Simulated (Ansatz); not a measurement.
# CuO (P4/mmm) in Ansatz: settings compared

Aim: see how the results for CuO move with the level of theory and the settings. Levels: RPBE, revPBE, BLYP, r2SCAN. Tasks: projected density of states.

Program: Ansatz 0.2.0. These are calculated values, not measurements. Logs are shortened: lines on timing, memory, paths and dates and some standing lists are left out, and cuts for length are marked.

**1. Starting point**

It takes space group P4/mmm (No. 123, tetragonal). Conventional cell: a = 4.161 Å, b = 4.161 Å, c = 3.888 Å, α = 90.00°, β = 90.00°, γ = 90.00°. Cu (site symmetry mmm) has 4 O at 1.94 to 2.08 Å as nearest neighbours. Cu (site symmetry 4/mmm) is surrounded by 6 O at 1.94 to 2.08 Å. Around O (site symmetry 4/mmm) lie 6 Cu at 1.94 to 2.08 Å. Around O (site symmetry mmm) lie 4 Cu at 1.94 to 2.08 Å.

Measurements of this composition are mostly on another form, of space group No. 15.

**2. Projected density of states, RPBE**

File input.yaml:

```yaml
crystal:
  lattice:
    - [4.160937, 0.0, 0.0]
    - [0.0, 4.160937, 0.0]
    - [0.0, 0.0, 3.887643]
  atoms:
    - { symbol: Cu, position: [0.5, 0.0, 0.5] }
    - { symbol: Cu, position: [0.0, 0.5, 0.5] }
    - { symbol: Cu, position: [0.0, 0.0, 0.0] }
    - { symbol: O, position: [0.0, 0.0, 0.5] }
    - { symbol: O, position: [0.5, 0.0, 0.0] }
    - { symbol: O, position: [0.0, 0.5, 0.0] }
hamiltonian:
  xc: rpbe
  pseudopotentials: { kind: paw }
kpoints:
  mp_grid: { grid: [7, 7, 7] }
scf:
  occupations: { method: fermi_dirac, width: 0.05 }
  n_extra_bands: 15
output:
  forces: true
  stress: true
  eigenvalues: true
  dos: { projected: true, de: 0.05, nscf_kmesh: { grid: [11, 11, 11] } }
  write_density: true
  write_potential: true
  elf: true
  volumetric_format: npy
```

Potentials or basis: Ansatz PAW.

The run is started by

```console
ansatz run input.yaml --threads 2 --pin off --max-ram 5632MiB --backend cpu --events-out ev --progress --plain --runs-dir out
```

Standard output:

```text
Warning: RAYON_NUM_THREADS=2 ignored (pool sized by the plan → 2); use --threads N
scf.n_extra_bands = 15 over 38 filled bands (N_el = 75.0): the run solves 53 bands
Engine: ansatz 0.2.0, aarch64-unknown-linux-gnu
Pseudopotentials: kind: paw
Pseudopotential: Cu, paw, valence charge 19, recommended cutoff 420 eV (normal), Cu.paw.azcp
Pseudopotential: O, paw, valence charge 6, recommended cutoff 420 eV (normal), O.paw.azcp
Functional definition: RPBE
  parameter kappa = 0.804
  parameter beta = 0.06672455060314922
  exchange = rpbe_x(kappa = kappa, mu = beta*pi^2/3)
  correlation = pbe_c(beta = beta)
Crystal: 6 atoms, lattice volume = 67.308 Å³
Basis set: ecut = 420 eV, 1309 PW (Γ), exchange–correlation on 60×60×54 points (8 copies of the dense FFT grid, shifted against one another)
Bands: 53, of which v1, the nominal top of the filled ones, is band 38 counted from 1 (37 counted from 0)
Symmetry: 16 space group operations
Space group: P4/mmm (ITA 123), of the structure as read, at distance tolerance 4.1e-5 Å
k-points: 40 of 343
Non-local potential: Cu, projectors of the file, l = 0: 3, l = 1: 2, l = 2: 3, l = 3: 1
Non-local potential: O, projectors of the file, l = 0: 2, l = 1: 2, l = 2: 1
PAW form: soft (Blöchl's): semilocal exchange-correlation on the pseudo side does not see the compensation charge
PAW frozen core: Cu, regenerated for the run's functional, and the local potential with it (the file was generated under x = pbe(κ = 0.804, μ = 0.2195149727645171), c = pbe(β = 0.06672455060314922))
PAW frozen core: O, regenerated for the run's functional, and the local potential with it (the file was generated under x = pbe(κ = 0.804, μ = 0.2195149727645171), c = pbe(β = 0.06672455060314922))
PAW one-centre angular grid: Cu, 590 points (default); XC on 64 Gauss nodes
PAW one-centre angular grid: O, 110 points (default); XC on 64 Gauss nodes
Initial density: superposition of atomic densities (neutral atoms: chi_scale 0, normalization atom), corrected by the library's trained network
Initial wavefunctions: pseudopotential atomic-orbital guess
Functional: x = rpbe, c = pbe(β = 0.06672455060314922)
SCF iter   1: F=—  HF=-21592.996385 eV  |F-HF|=—  |Δ(HF+E_count)|=         —  Δρ=1.18e-2  dr2=6.29e-2  ethr=1.77e-3  ⟨swp⟩=5.7  Hψ=8031  notcnv=0  defer=63
preconditioner: auto → LDOS  [metal: Δε(μ)=0.015 eV  Ē_g=15.529 eV  σ=0.050 eV  W_gap=0.07  n_scr=26 (ndim 8)  ℏωp=32.3 eV  f_vac=0.127  D(μ)=3.41/eV (n_scr^D=30)  β→1.0]
SCF iter   2: F=—  HF=-21593.009916 eV  |F-HF|=—  |Δ(HF+E_count)|=   1.35e-2  Δρ=1.36e-2  dr2=6.58e-2  ethr=8.38e-5  ⟨swp⟩=2.0  Hψ=4057  notcnv=0  defer=355
SCF iter   3: F=—  HF=-21592.988997 eV  |F-HF|=—  |Δ(HF+E_count)|=   2.09e-2  Δρ=4.76e-3  dr2=9.31e-3  ethr=8.38e-5  ⟨swp⟩=2.0  Hψ=3302  notcnv=0  defer=355
SCF iter   4: F=—  HF=-21592.987293 eV  |F-HF|=—  |Δ(HF+E_count)|=   1.70e-3  Δρ=1.40e-3  dr2=7.75e-4  ethr=1.24e-5  ⟨swp⟩=2.0  Hψ=2348  notcnv=0  defer=355
SCF iter   5: F=—  HF=-21592.987194 eV  |F-HF|=—  |Δ(HF+E_count)|=   9.88e-5  Δρ=7.26e-4  dr2=2.80e-4  ethr=1.03e-6  ⟨swp⟩=2.0  Hψ=2600  notcnv=0  defer=355
SCF iter   6: F=—  HF=-21592.987179 eV  |F-HF|=—  |Δ(HF+E_count)|=   1.51e-5  Δρ=1.28e-4  dr2=1.07e-5  ethr=3.73e-7  ⟨swp⟩=1.4  Hψ=1797  notcnv=0  defer=355
SCF iter   7: F=—  HF=-21592.987051 eV  |F-HF|=—  |Δ(HF+E_count)|=   1.28e-4  Δρ=5.25e-5  dr2=1.65e-6  ethr=1.42e-8  ⟨swp⟩=2.0  Hψ=2795  notcnv=0  defer=355
SCF iter   8: F=—  HF=-21592.987051 eV  |F-HF|=—  |Δ(HF+E_count)|=   2.30e-7  Δρ=3.04e-5  dr2=4.55e-7  ethr=2.20e-9  ⟨swp⟩=1.9  Hψ=2136  notcnv=0  defer=355
SCF iter   9: F=-21592.987051 eV  HF=-21592.987051 eV  |F-HF|=9.31e-8  |Δ(HF+E_count)|=   5.43e-9  Δρ=1.35e-5  dr2=9.55e-8  ethr=1.33e-10  ⟨swp⟩=12.6  Hψ=15516  notcnv=0
SCF 1 converged in 9 iterations: F = -21592.987051 eV  dr2 = 9.55e-8
NSCF: frozen V_eff on 126 k-points
SCF converged after 9 iterations
Free energy (F): -21592.987051 eV
Harris-Foulkes:  -21592.987051 eV  (|F-HF|=9.31e-8)
Internal energy: -21592.957411 eV  (E = F + TS)
E sigma→0 (E₀):  -21592.972231 eV
Entropy (-TS):   -0.029640 eV (-4.940 meV/atom)
Fermi energy:    10.208940 eV
--- Per-component energies (eV) ---
  E_band       = -1406.029566
  E_kinetic    = 1412.877703
  E_local      = -16082.595145  (includes V_loc(G=0)·N_el)
  E_nonlocal   = 1320.551653
  E_hartree    = 7013.210105
  E_xc         = -485.574384
  E_vxc        = -621.787940  (∫ρ·V_xc dr)
  E_paw        = -5484.406019  (= ΣΔE_a)
  E_vpaw       = -1461.484227  (= ΣTr[D̂ρ^β])
  E_aug_tail   = 0.008047  (compensation charges beyond the density's cutoff)
  E_ewald      = -9286.839884
  E_core_change = -0.189487  (= ΣΔE_core)
  E_smearing   = -0.029640  (= −TS)
  E_closure    = 0.000000  (closes the sum)
  Σ components = -21592.987051   (vs F -21592.987051, Δ=0.00e0)
--- Forces (eV/Å), atoms counted from 1 ---
  atom   1  Cu    -0.00000000    -0.00000000    -0.00000000
  atom   2  Cu    -0.00000000     0.00000000     0.00000000
  atom   3  Cu     0.00000000     0.00000000     0.00000000
  atom   4  O     -0.00000000     0.00000000     0.00000000
  atom   5  O      0.00000000    -0.00000000     0.00000000
  atom   6  O      0.00000000     0.00000000     0.00000000
  max |Σ_I F_I| component: 2.78e-28 eV/Å
--- Stress (GPa, compression-positive) ---
        6.379599       0.000000       0.000000
        0.000000       6.379599       0.000000
        0.000000       0.000000       7.271989
  P = ⅓ Tr σ = 6.6771 GPa (66.771 kbar)
--- Band table (eV; the first three rows and the last of 40) ---
  k-point 0: bands = ["-102.5728", "-102.0590", "-102.0580", "-59.9356", "-59.8322", "-59.8322", "-59.5021", "-59.5009", "-59.4197", "-59.4197", "-59.1844", "-59.1844", "-9.7245", "-7.6952", "-7.2711", "4.2787", "4.4287", "4.4287", "6.9207", "6.9207", "6.9829", "7.2459", "7.3339", "7.3452", "7.4071", "7.4071", "7.8833", "7.9051", "7.9491", "8.1795", "8.1795", "8.4272", "8.4532", "8.4532", "8.6817", "8.7297", "8.7297", "8.7460", "8.8358", "11.5475", "16.3624", "17.7928", "19.0510", "19.0510", "21.5488", "22.0194", "23.6668", "24.5732", "24.5732", "26.0297", "26.0297", "28.2991", "28.3922"]
  k-point 1: bands = ["-102.5728", "-102.0590", "-102.0580", "-59.9356", "-59.8322", "-59.8322", "-59.5022", "-59.5010", "-59.4197", "-59.4197", "-59.1844", "-59.1844", "-9.6583", "-7.7031", "-7.2311", "4.0077", "4.4499", "4.4499", "6.2995", "6.3265", "6.4538", "6.4538", "7.2774", "7.3803", "7.7587", "7.7587", "7.9189", "7.9539", "7.9539", "7.9926", "8.4129", "8.4542", "8.5231", "8.5231", "8.6819", "8.9883", "9.1195", "9.1195", "9.2354", "12.2337", "16.6820", "18.2235", "18.8337", "18.8337", "20.7147", "22.8650", "23.8067", "24.1551", "24.1551", "26.3756", "26.3756", "26.7340", "29.3391"]
  k-point 2: bands = ["-102.5727", "-102.0590", "-102.0580", "-59.9356", "-59.8321", "-59.8321", "-59.5023", "-59.5009", "-59.4198", "-59.4198", "-59.1844", "-59.1844", "-9.4972", "-7.7332", "-7.1387", "3.5632", "4.5198", "4.5198", "5.0826", "5.3558", "5.8884", "5.8884", "7.3627", "7.4175", "7.5030", "7.5030", "7.8366", "8.0578", "8.2505", "8.2505", "8.3741", "8.6824", "8.7928", "8.7928", "8.8587", "9.2549", "9.6298", "9.6298", "9.8679", "13.6922", "17.3346", "18.3582", "18.3582", "19.3600", "19.9308", "23.6422", "23.6422", "24.0798", "24.2342", "25.2172", "26.4650", "26.4650", "27.4959"]
  k-point 39: bands = ["-102.5728", "-102.0586", "-102.0585", "-59.9358", "-59.8323", "-59.8323", "-59.5015", "-59.5015", "-59.4249", "-59.4144", "-59.1893", "-59.1797", "-9.1344", "-7.3228", "-7.2858", "2.3812", "2.9463", "2.9545", "4.8853", "4.9573", "4.9616", "5.1761", "5.5184", "7.6212", "7.9149", "7.9644", "8.1341", "8.1932", "8.1962", "8.3612", "8.8017", "9.0081", "9.1435", "9.7422", "10.2786", "11.2225", "11.2737", "11.3327", "11.3608", "12.5382", "17.1096", "18.3468", "18.4273", "19.3761", "19.3957", "21.7168", "21.9627", "24.3805", "26.1978", "26.4869", "27.0966", "27.2314", "28.2170"]
```

It took 13 s on 2 threads of Arm Neoverse V2, shared host; peak memory 0.49 GiB.

What came out:

- Free energy: -21592.9871 eV
- Pressure: 6.7 GPa
- Band gap on the k mesh: none (metal or under the smearing width)
- Density of states at the Fermi level: 3.82 states/eV per cell

Stress tensor (GPa, compression positive):
```
6.38 0.00 0.00
0.00 6.38 0.00
0.00 0.00 7.27
```

States per cell in windows of 1 eV (zero at the Fermi level; states under -8 eV left out):
| from (eV) | total | Cu 3d | O 2p | Cu 4s | O 2s | Cu 3p |
| --- | --- | --- | --- | --- | --- | --- |
| -8.0 | 1.31 | 0.27 | 0.85 | 0.18 | 0.01 | 0.00 |
| -7.0 | 3.28 | 0.63 | 2.29 | 0.30 | 0.03 | 0.01 |
| -6.0 | 4.48 | 1.45 | 2.84 | 0.11 | 0.02 | 0.01 |
| -5.0 | 4.72 | 2.07 | 2.55 | 0.04 | 0.02 | 0.00 |
| -4.0 | 2.61 | 1.47 | 1.09 | 0.02 | 0.01 | 0.00 |
| -3.0 | 11.64 | 10.33 | 1.07 | 0.18 | 0.04 | 0.00 |
| -2.0 | 11.04 | 8.86 | 1.77 | 0.21 | 0.11 | 0.00 |
| -1.0 | 6.07 | 3.05 | 2.71 | 0.10 | 0.12 | 0.00 |
| 0.0 | 2.57 | 1.25 | 1.23 | 0.03 | 0.02 | 0.00 |
| 1.0 | 0.33 | 0.13 | 0.14 | 0.03 | 0.01 | 0.00 |
| 2.0 | 0.37 | 0.02 | 0.05 | 0.15 | 0.04 | 0.00 |
| 3.0 | 1.12 | 0.05 | 0.18 | 0.42 | 0.07 | 0.00 |
| 4.0 | 0.62 | 0.04 | 0.13 | 0.29 | 0.03 | 0.00 |
| 5.0 | 0.71 | 0.01 | 0.09 | 0.37 | 0.05 | 0.00 |
| 6.0 | 1.41 | 0.02 | 0.17 | 0.71 | 0.06 | 0.00 |
| 7.0 | 1.84 | 0.01 | 0.15 | 0.76 | 0.04 | 0.00 |

Caveat: the pressure holds a Pulay correction of +0.6 GPa for the finite cutoff; an odd number of electrons without spin polarisation forces a metal; a magnetic or distorted state may lie lower; the run has no spin polarisation, though such a crystal can be magnetic; semilocal functionals often make such compounds metallic where correlation or magnetic order opens a gap, which also shifts bond lengths; the PAW data sets come from PBE, with cores solved anew for the run's functional, which leaves a small shift of forces and pressure.

**3. Projected density of states, revPBE**

input.yaml: that of step 2 with these lines changed.

```diff
@@ -13,3 +13,3 @@
 hamiltonian:
-  xc: rpbe
+  xc: revpbe
   pseudopotentials: { kind: paw }
@@ -25,5 +25 @@
   dos: { projected: true, de: 0.05, nscf_kmesh: { grid: [11, 11, 11] } }
-  write_density: true
-  write_potential: true
-  elf: true
-  volumetric_format: npy
```

Potentials or basis: Ansatz PAW.

The run is started by

```console
ansatz run input.yaml --threads 2 --pin off --max-ram 5632MiB --backend cpu --events-out ev --progress --plain --runs-dir out
```

Wall time 12 s (2 threads of Arm Neoverse V2, shared host); peak memory 0.44 GiB.

Results (log left out):

* Free energy: -21587.0485 eV
* Pressure: 5.3 GPa
* Band gap on the k mesh: none (metal or under the smearing width)
* Density of states at the Fermi level: 3.83 states/eV per cell

Stress tensor (GPa, compression positive):
```
5.22 0.00 0.00
0.00 5.22 0.00
0.00 0.00 5.59
```

Levels at points of the mesh, in eV from the Fermi level:
```
           k point  band 36  band 37  band 38  band 39  band 40  band 41
(0.00, 0.00, 0.00)    -1.48    -1.48    -1.46    -1.37     1.32     6.13
```

States per cell in windows of 1 eV (zero at the Fermi level; states under -8 eV left out):
| from (eV) | total | Cu 3d | O 2p | Cu 4s | O 2s |
| --- | --- | --- | --- | --- | --- |
| -8.0 | 1.16 | 0.24 | 0.75 | 0.16 | 0.01 |
| -7.0 | 3.23 | 0.63 | 2.23 | 0.31 | 0.03 |
| -6.0 | 4.42 | 1.37 | 2.85 | 0.11 | 0.02 |
| -5.0 | 4.79 | 2.10 | 2.59 | 0.04 | 0.02 |
| -4.0 | 2.64 | 1.46 | 1.14 | 0.02 | 0.01 |
| -3.0 | 11.08 | 9.77 | 1.08 | 0.17 | 0.03 |
| -2.0 | 11.39 | 9.33 | 1.66 | 0.22 | 0.10 |
| -1.0 | 6.23 | 3.15 | 2.76 | 0.10 | 0.12 |
| 0.0 | 2.67 | 1.30 | 1.27 | 0.04 | 0.03 |
| 1.0 | 0.44 | 0.19 | 0.20 | 0.03 | 0.01 |
| 2.0 | 0.35 | 0.02 | 0.04 | 0.14 | 0.04 |
| 3.0 | 1.11 | 0.05 | 0.18 | 0.41 | 0.07 |
| 4.0 | 0.64 | 0.04 | 0.13 | 0.30 | 0.03 |
| 5.0 | 0.69 | 0.01 | 0.08 | 0.36 | 0.05 |
| 6.0 | 1.40 | 0.02 | 0.17 | 0.70 | 0.06 |
| 7.0 | 1.81 | 0.01 | 0.15 | 0.77 | 0.04 |

Caveat: the pressure holds a Pulay correction of +0.6 GPa for the finite cutoff; an odd number of electrons without spin polarisation forces a metal; a magnetic or distorted state may lie lower; the run has no spin polarisation, though such a crystal can be magnetic; semilocal functionals often make such compounds metallic where correlation or magnetic order opens a gap, which also shifts bond lengths; the PAW data sets come from PBE, with cores solved anew for the run's functional, which leaves a small shift of forces and pressure.

**4. Projected density of states, BLYP**

input.yaml: that of step 3 with these lines changed.

```diff
@@ -13,3 +13,3 @@
 hamiltonian:
-  xc: revpbe
+  xc: blyp
   pseudopotentials: { kind: paw }
```

The run is started by

```console
ansatz run input.yaml --threads 2 --pin off --max-ram 5632MiB --backend cpu --events-out ev --progress --plain --runs-dir out
```

Run time: 12 s. Hardware: 2 threads of Arm Neoverse V2, shared host; peak memory 0.45 GiB.

It converged, with:

```
Free energy                          : -21605.4801 eV
Pressure                             : 7.5 GPa
Band gap on the k mesh               : none (metal or under the smearing width)
Density of states at the Fermi level : 3.84 states/eV per cell
```

Stress tensor (GPa, compression positive):
```
7.37 0.00 0.00
0.00 7.37 0.00
0.00 0.00 7.92
```

Levels at points of the mesh, in eV from the Fermi level:
| k point | band 36 | band 37 | band 38 | band 39 | band 40 | band 41 |
| --- | --- | --- | --- | --- | --- | --- |
| (0.00, 0.00, 0.00) | -1.47 | -1.46 | -1.46 | -1.38 | 1.40 | 6.11 |

States per cell in windows of 1 eV (zero at the Fermi level; states under -8 eV left out):
```csv
from (eV),total,Cu 3d,O 2p,Cu 4s,O 2s
-8.0,1.23,0.26,0.79,0.16,0.01
-7.0,3.24,0.64,2.24,0.30,0.03
-6.0,4.68,1.54,2.95,0.11,0.02
-5.0,4.74,2.12,2.52,0.04,0.02
-4.0,2.67,1.57,1.06,0.02,0.01
-3.0,13.33,11.93,1.12,0.20,0.05
-2.0,9.51,7.25,1.87,0.20,0.10
-1.0,5.91,2.91,2.70,0.10,0.11
0.0,2.51,1.21,1.22,0.03,0.02
1.0,0.24,0.09,0.10,0.03,0.01
2.0,0.36,0.02,0.04,0.15,0.04
3.0,1.12,0.05,0.18,0.42,0.07
4.0,0.64,0.04,0.13,0.30,0.03
5.0,0.72,0.01,0.08,0.38,0.05
6.0,1.46,0.02,0.17,0.76,0.07
7.0,1.87,0.01,0.15,0.76,0.04
```

Caveat: the pressure holds a Pulay correction of +0.8 GPa for the finite cutoff; an odd number of electrons without spin polarisation forces a metal; a magnetic or distorted state may lie lower; the run has no spin polarisation, though such a crystal can be magnetic; semilocal functionals often make such compounds metallic where correlation or magnetic order opens a gap, which also shifts bond lengths; the PAW data sets come from PBE, with cores solved anew for the run's functional, which leaves a small shift of forces and pressure.

(Continued in part 2 of 2.)
